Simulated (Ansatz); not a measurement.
input.yaml (Ansatz)

```yaml
crystal:
  lattice:
    - [0.0, 7.5305196595, 12.8273147401]
    - [6.1689803188, 0.0, 12.8273147401]
    - [6.1689803188, 7.5305196595, 0.0]
  atoms:
    - { symbol: S, position: [0.3676640173, 0.4676019092, 0.497978723] }
    - { symbol: S, position: [0.6667553505, 0.497978723, 0.4676019092] }
    - { symbol: S, position: [0.497978723, 0.6667553505, 0.3676640173] }
    - { symbol: S, position: [0.4676019092, 0.3676640173, 0.6667553505] }
    - { symbol: S, position: [0.5832446495, 0.752021277, 0.7823980908] }
    - { symbol: S, position: [0.752021277, 0.5832446495, 0.8823359827] }
    - { symbol: S, position: [0.7823980908, 0.8823359827, 0.5832446495] }
    - { symbol: S, position: [0.8823359827, 0.7823980908, 0.752021277] }
    - { symbol: S, position: [0.2472472101, 0.3448634189, 0.4866263358] }
    - { symbol: S, position: [0.9212630353, 0.4866263358, 0.3448634189] }
    - { symbol: S, position: [0.4866263358, 0.9212630353, 0.2472472101] }
    - { symbol: S, position: [0.3448634189, 0.2472472101, 0.9212630353] }
    - { symbol: S, position: [0.3287369647, 0.7633736642, 0.9051365811] }
    - { symbol: S, position: [0.7633736642, 0.3287369647, 0.0027527899] }
    - { symbol: S, position: [0.9051365811, 0.0027527899, 0.3287369647] }
    - { symbol: S, position: [0.0027527899, 0.9051365811, 0.7633736642] }
    - { symbol: S, position: [0.4205777728, 0.3138835608, 0.3964734446] }
    - { symbol: S, position: [0.8690652218, 0.3964734446, 0.3138835608] }
    - { symbol: S, position: [0.3964734446, 0.8690652218, 0.4205777728] }
    - { symbol: S, position: [0.3138835608, 0.4205777728, 0.8690652218] }
    - { symbol: S, position: [0.3809347782, 0.8535265554, 0.9361164392] }
    - { symbol: S, position: [0.8535265554, 0.3809347782, 0.8294222272] }
    - { symbol: S, position: [0.9361164392, 0.8294222272, 0.3809347782] }
    - { symbol: S, position: [0.8294222272, 0.9361164392, 0.8535265554] }
    - { symbol: S, position: [0.8583532388, 0.6507360432, 0.1941270932] }
    - { symbol: S, position: [0.6507360432, 0.8583532388, 0.2967836248] }
    - { symbol: S, position: [0.1941270932, 0.2967836248, 0.8583532388] }
    - { symbol: S, position: [0.2967836248, 0.1941270932, 0.6507360432] }
    - { symbol: S, position: [0.5992639568, 0.3916467612, 0.9532163752] }
    - { symbol: S, position: [0.0558729068, 0.9532163752, 0.3916467612] }
    - { symbol: S, position: [0.9532163752, 0.0558729068, 0.5992639568] }
    - { symbol: S, position: [0.3916467612, 0.5992639568, 0.0558729068] }
hamiltonian:
  xc: pbe
  pseudopotentials:
    kind: paw
    azcp:
      S: "pseudopotentials/S.paw.azcp"
basis:
  ecutwfc: 420
  fft_grid_basis: typed
kpoints:
  mp_grid: { grid: [3, 3, 3], shift: [0, 0, 0] }
magnetization:
  spin_polarized: false
scf:
  occupations: { method: fermi_dirac, width: 0.05 }
```

and its output:

```
Engine: ansatz 0.2.0, aarch64-unknown-linux-gnu
Pseudopotentials: kind: paw
Pseudopotential: S, paw, valence charge 6, recommended cutoff 420 eV (normal) 
Functional definition: PBE
  parameter kappa = 0.804
  parameter beta = 0.06672455060314922
  exchange = pbe_x(kappa = kappa, mu = beta*pi^2/3)
  correlation = pbe_c(beta = beta)
Crystal: 32 atoms, lattice volume = 1191.802 Å³
Basis set: ecut = 420 eV, 23299 PW (Γ)
Bands: 128, of which v1, the nominal top of the filled ones, is band 96 counted from 1 (95 counted from 0)
Symmetry: 8 space group operations
Space group: Fddd (ITA 70), of the structure as read, at distance tolerance 1.1e-4 Å
k-points: 8 of 27
Non-local potential: S, projectors of the file, l = 0: 2, l = 1: 2, l = 2: 2
PAW form: soft (Blöchl's): semilocal exchange-correlation on the pseudo side does not see the compensation charge
PAW one-centre angular grid: S, 110 points (default); XC on 64 Gauss nodes
Initial density: superposition of atomic densities (neutral atoms: chi_scale 0, normalization atom), corrected by the library's trained network
Initial wavefunctions: pseudopotential atomic-orbital guess
Functional: x = pbe(κ = 0.804, μ = 0.2195149727645171), c = pbe(β = 0.06672455060314922)
SCF iter   1: F=—  HF=-28865.901561 eV  |F-HF|=—  |Δ(HF+E_count)|=         —  Δρ=1.73e-3  dr2=3.14e-2  ethr=1.77e-3  ⟨swp⟩=8.1  Hψ=4787  notcnv=0
SCF iter   2: F=—  HF=-28865.897369 eV  |F-HF|=—  |Δ(HF+E_count)|=   4.19e-3  Δρ=8.84e-4  dr2=8.72e-3  ethr=1.64e-5  ⟨swp⟩=2.6  Hψ=1854  notcnv=0
SCF iter   3: F=—  HF=-28865.904028 eV  |F-HF|=—  |Δ(HF+E_count)|=   6.66e-3  Δρ=1.57e-4  dr2=4.71e-4  ethr=4.54e-6  ⟨swp⟩=2.0  Hψ=1346  notcnv=0
automatic band count: iteration 3 solves 119 bands in place of 128: the levels show a gap, and the empty bands left out lie too high to hold charge; the band table lists the bands solved (type scf.n_extra_bands for more)
SCF iter   4: F=—  HF=-28865.904299 eV  |F-HF|=—  |Δ(HF+E_count)|=   2.71e-4  Δρ=4.87e-5  dr2=7.56e-5  ethr=2.45e-7  ⟨swp⟩=2.1  Hψ=1445  notcnv=0
SCF iter   5: F=—  HF=-28865.904095 eV  |F-HF|=—  |Δ(HF+E_count)|=   2.03e-4  Δρ=2.33e-5  dr2=1.03e-5  ethr=3.94e-8  ⟨swp⟩=2.0  Hψ=1530  notcnv=0
SCF iter   6: F=—  HF=-28865.904096 eV  |F-HF|=—  |Δ(HF+E_count)|=   1.11e-6  Δρ=9.89e-6  dr2=1.97e-6  ethr=5.38e-9  ⟨swp⟩=2.0  Hψ=1465  notcnv=0
SCF iter   7: F=—  HF=-28865.904097 eV  |F-HF|=—  |Δ(HF+E_count)|=   2.20e-7  Δρ=3.22e-6  dr2=2.39e-7  ethr=1.03e-9  ⟨swp⟩=2.0  Hψ=1370  notcnv=0
SCF iter   8: F=-28865.904097 eV  HF=-28865.904097 eV  |F-HF|=9.60e-9  |Δ(HF+E_count)|=   2.71e-8  Δρ=1.03e-6  dr2=3.04e-8  ethr=5.21e-11  ⟨swp⟩=3.0  Hψ=2258  notcnv=0
SCF 1 converged in 8 iterations: F = -28865.904097 eV  dr2 = 3.04e-8
SCF converged after 8 iterations
Free energy (F): -28865.904097 eV
Harris-Foulkes:  -28865.904097 eV  (|F-HF|=9.60e-9)
Internal energy: -28865.904097 eV  (E = F + TS)
E sigma→0 (E₀):  -28865.904097 eV
Fermi energy:    1.184930 eV
--- Per-component energies (eV) ---
  E_band       = -1144.169051
  E_kinetic    = 3380.745356
  E_local      = -8861.093165  (includes V_loc(G=0)·N_el)
  E_nonlocal   = 927.050665
  E_hartree    = 3164.956557
  E_xc         = -3081.196722
  E_vxc        = -2760.774583  (∫ρ·V_xc dr)
  E_paw        = -19208.718368  (= ΣΔE_a)
  E_vpaw       = -160.006517  (= ΣTr[D̂ρ^β])
  E_aug_tail   = 0.000050  (compensation charges beyond the density's cutoff)
  E_ewald      = -5187.648469
  E_smearing   = -0.000000  (= −TS)
  E_closure    = 0.000000  (closes the sum)
  Σ components = -28865.904097   (vs F -28865.904097, Δ=0.00e0)
```
